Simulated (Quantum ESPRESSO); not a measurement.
# Mo (Im-3m) in Quantum ESPRESSO: a series of runs

Runs on Mo. Level: LDA+U. Tasks: Hubbard U by linear response.

Everything below comes from runs of Quantum ESPRESSO 7.5. Logs are shortened: lines on timing, memory, paths and dates and some standing lists are left out, and cuts for length are marked.

## (1) The crystal as given

Symmetry: Im-3m, No. 229, cubic system. The conventional cell has a = 3.168 Å, b = 3.168 Å, c = 3.168 Å, α = 90.00°, β = 90.00°, γ = 90.00°. Around Mo (site symmetry m-3m) lie 8 Mo at 2.74 Å.

## (2) Hubbard U by linear response, LDA+U

The input, pw.in:

```
&CONTROL
  calculation = 'scf'
  prefix = 'pwscf'
  outdir = './tmp'
  pseudo_dir = './pseudo'
  tprnfor = .true.
  tstress = .true.
  disk_io = 'low'
/
&SYSTEM
  ibrav = 0
  nat = 1
  ntyp = 1
  ecutwfc = 45
  ecutrho = 360
  nbnd = 16
  occupations = 'smearing'
  smearing = 'mv'
  degauss = 0.01469973
/
&ELECTRONS
  conv_thr = 2d-10
  electron_maxstep = 120
  mixing_beta = 0.3
/
ATOMIC_SPECIES
Mo    95.9500 mo_lda_v1.uspp.F.UPF
CELL_PARAMETERS bohr
  -2.9929651906    2.9929651906    2.9929651906
   2.9929651906   -2.9929651906    2.9929651906
   2.9929651906    2.9929651906   -2.9929651906
ATOMIC_POSITIONS bohr
Mo     0.0000000000    0.0000000000    0.0000000000
K_POINTS automatic
10 10 10 0 0 0
HUBBARD {ortho-atomic}
U Mo-4d 6.0
```

The input, scf2.in:

```
&CONTROL
  calculation = 'scf'
  prefix = 'pwscf'
  outdir = './tmp'
  pseudo_dir = './pseudo'
  tprnfor = .true.
  tstress = .true.
  disk_io = 'low'
/
&SYSTEM
  ibrav = 0
  nat = 1
  ntyp = 1
  ecutwfc = 45
  ecutrho = 360
  nbnd = 16
  occupations = 'smearing'
  smearing = 'mv'
  degauss = 0.01469973
/
&ELECTRONS
  conv_thr = 1d-13
  electron_maxstep = 120
  mixing_beta = 0.3
  startingpot = 'file'
  startingwfc = 'file'
/
ATOMIC_SPECIES
Mo    95.9500 mo_lda_v1.uspp.F.UPF
CELL_PARAMETERS bohr
  -2.9929651906    2.9929651906    2.9929651906
   2.9929651906   -2.9929651906    2.9929651906
   2.9929651906    2.9929651906   -2.9929651906
ATOMIC_POSITIONS bohr
Mo     0.0000000000    0.0000000000    0.0000000000
K_POINTS automatic
10 10 10 0 0 0
HUBBARD {ortho-atomic}
U Mo-4d 6.0
```

The input, hp.in:

```
&INPUTHP
  prefix = 'pwscf'
  outdir = './tmp'
  nq1 = 2
  nq2 = 2
  nq3 = 2
  conv_thr_chi = 1d-06
  niter_max = 80
  iverbosity = 1
  alpha_mix(1) = 0.15
/
```

Potentials or basis: GBRV 1.5 LDA.

Launch:

```
> OMP_NUM_THREADS=1 pw.x -in pw.in > pw.out
> OMP_NUM_THREADS=1 pw.x -in scf2.in > scf2.out
> OMP_NUM_THREADS=1 hp.x -in hp.in > hp.out
```

pw.out:

```text
This program is part of the open-source Quantum ESPRESSO suite
     for quantum simulation of materials; please cite
[... 9 lines left out ...]
     --------------------
     sticks:   dense  smooth     PW     G-vecs:    dense   smooth      PW
     Sum         727     363    139                12479     4321    1061

     Using Slab Decomposition

     bravais-lattice index     =            0
     lattice parameter (alat)  =       5.1840  a.u.
     unit-cell volume          =     107.2420 (a.u.)^3
     number of atoms/cell      =            1
     number of atomic types    =            1
     number of electrons       =        14.00
     number of Kohn-Sham states=           16
     kinetic-energy cutoff     =      45.0000  Ry
     charge density cutoff     =     360.0000  Ry
     scf convergence threshold =      2.0E-10
     mixing beta               =       0.3000
     number of iterations used =            8  plain     mixing
     Exchange-correlation= SLA  PZ   NOGX NOGC
                           (   1   1   0   0   0   0   0)
     Hubbard projectors: ortho-atomic
     Hubbard parameters of DFT+U (Dudarev formulation) in eV:
     U(Mo-4d) =  6.0000

     Internal variables: lda_plus_u =T, lda_plus_u_kind = 0

     Internal variables: orbital_resolved =F, hub_pot_fix =F, apply_U = F

     celldm(1)=   5.183968  celldm(2)=   0.000000  celldm(3)=   0.000000
     celldm(4)=   0.000000  celldm(5)=   0.000000  celldm(6)=   0.000000

     crystal axes: (cart. coord. in units of alat)
               a(1) = (  -0.577350   0.577350   0.577350 )
               a(2) = (   0.577350  -0.577350   0.577350 )
               a(3) = (   0.577350   0.577350  -0.577350 )

     reciprocal axes: (cart. coord. in units 2 pi/alat)
               b(1) = ( -0.000000  0.866025  0.866025 )
               b(2) = (  0.866025 -0.000000  0.866025 )
               b(3) = (  0.866025  0.866025  0.000000 )

     PseudoPot. # 1 for Mo read from file:
     mo_lda_v1.uspp.F.UPF
     Pseudo is Ultrasoft + core correction, Zval = 14.0
     Generated by new atomic code, or converted to UPF format
     Using radial grid of  889 points,  6 beta functions with:
                l(1) =   0
                l(2) =   0
                l(3) =   1
                l(4) =   1
                l(5) =   2
                l(6) =   2
     Q(r) pseudized with  6 coefficients,  rinner =    1.000   1.000   1.000
                                                       1.000   1.000

     atomic species   valence    mass     pseudopotential
     Mo               14.00    95.95000     Mo( 1.00)

     48 Sym. Ops., with inversion, found

   Cartesian axes

     site n.     atom                  positions (alat units)
         1        Mo     tau(   1) = (   0.0000000   0.0000000   0.0000000  )

     number of k points=    47  Marzari-Vanderbilt smearing, width (Ry)=  0.0147
                       cart. coord. in units 2pi/alat
        k(    1) = (   0.0000000   0.0000000   0.0000000), wk =   0.0020000
        k(    2) = (   0.0866025   0.0866025   0.0000000), wk =   0.0240000
        k(    3) = (   0.1732051   0.1732051   0.0000000), wk =   0.0240000
        k(    4) = (   0.2598076   0.2598076   0.0000000), wk =   0.0240000
        k(    5) = (   0.3464102   0.3464102   0.0000000), wk =   0.0240000
        k(    6) = (  -0.4330127  -0.4330127   0.0000000), wk =   0.0120000
[... 39 lines left out ...]
        k(   46) = (  -0.8660254  -0.0866025  -0.0866025), wk =   0.0240000
        k(   47) = (  -0.8660254  -0.8660254  -0.8660254), wk =   0.0020000

     Dense  grid:    12479 G-vectors     FFT dimensions: (  32,  32,  32)

     Smooth grid:     4321 G-vectors     FFT dimensions: (  24,  24,  24)

     Initial potential from superposition of free atoms

     starting charge      13.9991, renormalised to      14.0000

     negative rho (up, down):  1.321E-05 0.000E+00

     STARTING HUBBARD OCCUPATIONS:

     =================== HUBBARD OCCUPATIONS ===================
     ------------------------ ATOM    1 ------------------------
     Tr[ns(  1)] =   4.00000
     eigenvalues:
       0.400  0.400  0.400  0.400  0.400
     eigenvectors (columns):
       1.000  0.000  0.000  0.000  0.000
       0.000  1.000  0.000  0.000  0.000
       0.000  0.000  1.000  0.000  0.000
       0.000  0.000  0.000  1.000  0.000
       0.000  0.000  0.000  0.000  1.000
     occupation matrix ns (before diag.):
       0.400  0.000  0.000  0.000  0.000
       0.000  0.400  0.000  0.000  0.000
       0.000  0.000  0.400  0.000  0.000
       0.000  0.000  0.000  0.400  0.000
       0.000  0.000  0.000  0.000  0.400

     Number of occupied Hubbard levels =    4.0000

     Atomic wfc used for Hubbard projectors are orthogonalized

     Starting wfcs are   13 randomized atomic wfcs +    3 random wfcs

     Self-consistent Calculation

     iteration #  1     ecut=    45.00 Ry     beta= 0.30
     Davidson diagonalization with overlap
     ethr =  1.00E-02,  avg # of iterations =  4.9

     =================== HUBBARD OCCUPATIONS ===================
     ------------------------ ATOM    1 ------------------------
     Tr[ns(  1)] =   4.62306
     eigenvalues:
       0.384  0.384  0.515  0.515  0.515
     eigenvectors (columns):
       0.005 -1.000 -0.000 -0.000 -0.000
       0.000 -0.000  0.216 -0.099  0.971
       0.000 -0.000  0.653 -0.725 -0.219
      -1.000 -0.005  0.000  0.000  0.000
      -0.000  0.000 -0.726 -0.681  0.092
     occupation matrix ns (before diag.):
       0.384 -0.000 -0.000 -0.000  0.000
      -0.000  0.515 -0.000  0.000  0.000
      -0.000 -0.000  0.515  0.000  0.000
      -0.000  0.000  0.000  0.384 -0.000
       0.000  0.000  0.000 -0.000  0.515

     Number of occupied Hubbard levels =    4.6231

     Threshold (ethr) on eigenvalues was too large:
     Diagonalizing with lowered threshold

     Davidson diagonalization with overlap
     ethr =  3.83E-04,  avg # of iterations =  1.6

     negative rho (up, down):  4.621E-05 0.000E+00

     total energy              =    -138.94881284 Ry
     estimated scf accuracy    <       0.05374179 Ry

     iteration #  2     ecut=    45.00 Ry     beta= 0.30
     Davidson diagonalization with overlap
     ethr =  3.84E-04,  avg # of iterations =  1.2
[... 87 lines left out ...]
     iteration # 12     ecut=    45.00 Ry     beta= 0.30
     Davidson diagonalization with overlap
     ethr =  1.96E-11,  avg # of iterations =  1.3

     negative rho (up, down):  6.196E-05 0.000E+00

     End of self-consistent calculation

     =================== HUBBARD OCCUPATIONS ===================
     ------------------------ ATOM    1 ------------------------
     Tr[ns(  1)] =   4.80408
     eigenvalues:
       0.306  0.306  0.597  0.597  0.597
     eigenvectors (columns):
      -0.114 -0.993 -0.000  0.000 -0.000
       0.000 -0.000  0.239 -0.970 -0.054
       0.000 -0.000  0.638  0.199 -0.744
      -0.993  0.114  0.000 -0.000  0.000
      -0.000  0.000 -0.732 -0.144 -0.666
     occupation matrix ns (before diag.):
       0.306 -0.000 -0.000 -0.000  0.000
      -0.000  0.597 -0.000  0.000  0.000
      -0.000 -0.000  0.597  0.000  0.000
      -0.000  0.000  0.000  0.306 -0.000
       0.000  0.000  0.000 -0.000  0.597

     Number of occupied Hubbard levels =    4.8041

          k = 0.0000 0.0000 0.0000 (   555 PWs)   bands (ev):

   -40.3740 -13.7217 -13.7217 -13.7217  13.4896  18.8584  18.8584  18.8584
    23.4602  23.4602  35.4407  35.4407  35.4407  46.8270  46.8270  49.8205

          k = 0.0866 0.0866 0.0000 (   557 PWs)   bands (ev):

   -40.3507 -13.8590 -13.7646 -13.7226  13.9145  18.6222  18.8242  19.2645
    23.1310  23.4677  35.7332  36.1613  36.2190  44.2398  45.6219  49.2188
[... 8 lines left out ...]
   -40.2143 -14.6236 -14.0073 -13.7287  15.6514  17.4511  19.4923  22.1554
    22.7017  23.7181  34.6497  35.6596  41.0089  42.4910  43.6152  45.0915

          k = 0.3464 0.3464 0.0000 (   547 PWs)   bands (ev):

   -40.1554 -14.9463 -14.1113 -13.7316  15.5753  17.0113  21.2028  22.9441
    23.9759  23.9809  33.1784  33.2410  39.1481  43.5166  44.1666  46.7758

          k =-0.4330-0.4330 0.0000 (   546 PWs)   bands (ev):

   -40.1346 -15.0666 -14.1504 -13.7328  15.4511  16.8534  22.2698  23.0271
    24.1097  24.8734  32.0253  32.5773  37.7319  42.5728  46.0038  47.4320

          k = 0.1732 0.0866 0.0866 (   556 PWs)   bands (ev):

   -40.3084 -14.0990 -13.8135 -13.7559  14.6685  18.3634  18.5357  20.1531
    22.6764  23.5894  36.2820  36.9287  37.2617  42.3119  45.7505  45.8235

          k = 0.2598 0.1732 0.0866 (   549 PWs)   bands (ev):
[... 71 lines left out ...]
   -40.2678 -14.2100 -13.9208 -13.8315  15.3502  18.4298  18.8696  20.2908
    21.6604  24.1084  36.6430  37.2910  38.6343  40.1241  46.0181  46.1660

          k = 0.5196 0.3464 0.3464 (   547 PWs)   bands (ev):

   -40.1068 -14.5929 -14.5929 -14.0208  16.5942  18.2628  18.2628  23.8865
    23.8865  30.2566  31.0763  31.0763  35.2656  43.3603  43.3603  49.0201

          k =-0.0000-0.1732 0.3464 (   544 PWs)   bands (ev):

   -40.1944 -14.6034 -14.0555 -13.8293  16.0795  17.8622  19.3031  21.6994
    22.0280  24.3315  34.7864  36.3586  40.3733  41.9067  43.3929  45.3016

          k = 0.0866-0.0866 0.3464 (   550 PWs)   bands (ev):

   -40.2026 -14.4718 -14.0538 -13.8991  16.2940  18.5421  18.6171  21.0993
    21.5702  24.4578  35.5377  37.2607  39.5705  41.1448  43.3110  46.4066

          k = 0.0000-0.2598 0.4330 (   545 PWs)   bands (ev):
[... 36 lines left out ...]
   -40.1074 -14.6224 -14.3905 -14.2068  17.2120  17.4166  18.3440  24.0706
    24.2187  30.1341  30.5769  32.6883  33.1664  44.2229  46.0817  46.4090

          k = 0.0000 0.0000 0.3464 (   554 PWs)   bands (ev):

   -40.2114 -14.2764 -14.0383 -14.0383  16.3404  19.1498  19.1498  20.2763
    20.3187  24.5570  36.4947  37.9599  39.5904  39.5904  45.3790  45.3790

          k =-0.0000-0.0866 0.4330 (   550 PWs)   bands (ev):

   -40.1424 -14.5560 -14.1790 -14.0814  17.1171  18.9284  19.0017  20.3612
    21.7569  24.8704  35.1481  37.9132  39.0095  39.8699  45.4031  46.0642

          k = 0.0000-0.1732 0.5196 (   550 PWs)   bands (ev):

   -40.0880 -14.8175 -14.2892 -14.0685  17.0118  18.6841  18.9428  21.0382
    23.6362  25.9866  33.2951  36.6310  36.7200  40.3043  46.4935  48.2102

          k = 0.0866-0.0866 0.5196 (   544 PWs)   bands (ev):
[... 11 lines left out ...]
   -40.0475 -14.8101 -14.4769 -14.1321  17.4287  18.2730  18.9935  21.4768
    23.7998  28.1315  31.8436  34.0540  38.3176  40.0250  44.9428  48.3316

          k =-0.6928-0.1732-0.1732 (   547 PWs)   bands (ev):

   -40.0323 -14.6890 -14.6890 -14.1350  17.9191  17.9191  18.5590  22.9201
    22.9201  30.8937  31.1343  31.1343  39.9740  39.9740  42.8690  48.1893

          k =-0.0000-0.0000 0.5196 (   546 PWs)   bands (ev):

   -40.0785 -14.5507 -14.3262 -14.3262  17.7519  18.2935  20.3121  20.3121
    21.8816  25.3012  36.1218  36.9511  36.9511  39.5350  47.5988  48.2704

          k = 0.0000-0.0866 0.6062 (   541 PWs)   bands (ev):

   -40.0283 -14.7059 -14.4413 -14.3561  17.4960  17.7976  20.5425  21.0871
    23.3726  26.7058  33.5529  34.5847  37.8515  40.0426  46.1130  46.1960

          k =-0.8660-0.1732-0.1732 (   542 PWs)   bands (ev):
[... 16 lines left out ...]
   -39.9645 -14.6868 -14.6040 -14.5656  16.7659  16.8436  22.7587  23.0244
    24.1892  29.4620  30.0935  31.0063  40.3542  40.7233  41.4752  44.2705

          k =-0.8660-0.8660-0.8660 (   490 PWs)   bands (ev):

   -39.9472 -14.6483 -14.6483 -14.6483  16.5205  16.5205  24.1222  24.1222
    24.1222  29.6110  29.6110  29.6110  39.7910  41.1909  41.1909  43.6875

     the Fermi energy is    20.5903 ev

!    total energy              =    -138.96658485 Ry
     estimated scf accuracy    <          3.8E-12 Ry
     smearing contrib. (-TS)   =       0.00030478 Ry
     internal energy E=F+TS    =    -138.96688963 Ry

     The total energy is F=E-TS. E is the sum of the following terms:
     one-electron contribution =     -19.09820437 Ry
     hartree contribution      =      17.99336116 Ry
     xc contribution           =     -19.20681027 Ry
     ewald contribution        =    -119.16105111 Ry
     Hubbard energy            =       0.50581497 Ry

     convergence has been achieved in  12 iterations

     negative rho (up, down):  6.196E-05 0.000E+00

     Forces acting on atoms (cartesian axes, Ry/au):

     atom    1 type  1   force =     0.00000000    0.00000000    0.00000000

     Total force =     0.000000     Total SCF correction =     0.000000

     Computing stress (Cartesian axis) and pressure

     negative rho (up, down):  6.196E-05 0.000E+00
          total   stress  (Ry/bohr**3)                   (kbar)     P=      -63.51
  -0.00043176   0.00000000   0.00000000          -63.51        0.00        0.00
   0.00000000  -0.00043176  -0.00000000            0.00      -63.51       -0.00
   0.00000000  -0.00000000  -0.00043176            0.00       -0.00      -63.51

=------------------------------------------------------------------------------=
   JOB DONE.
=------------------------------------------------------------------------------=
```

It took 2 min on 1 thread of Arm Neoverse V1, shared host; peak memory 0.08 GiB.

Results:

- Free energy: -1890.7367 eV
- Pressure: -6.4 GPa
- Band gap on the k mesh: none (metal or under the smearing width)
- Hubbard U from linear response: 3.35 eV

Levels at points of the mesh, in eV from the Fermi level:
```csv
k point,band 5,band 6,band 7,band 8,band 9,band 10
"(0.00, 0.00, 0.00)",-7.10,-1.73,-1.73,-1.73,2.87,2.87
"(0.00, 0.00, -0.50)",-5.14,-3.74,1.68,2.44,3.52,4.28
"(-0.50, -0.50, -0.50)",-4.07,-4.07,3.53,3.53,3.53,9.02
```

Eigenvalues of the final occupation matrices:
```csv
site,spin,trace,eigenvalues
Mo 1 4d,each,2.40,0.31 0.31 0.60 0.60 0.60
```

Hubbard U from linear response:
| site | manifold | U (eV) |
| --- | --- | --- |
| 1 | Mo-4d | 3.35 |
On the first site the bare response is -0.986 and the screened one -0.209 eV⁻¹.

Caveat: the computed U isn't converged in cell size; U without spin polarisation on a metal has little footing; the U is typed as a test and isn't derived for this compound.

(Continued in part 2 of 2.)
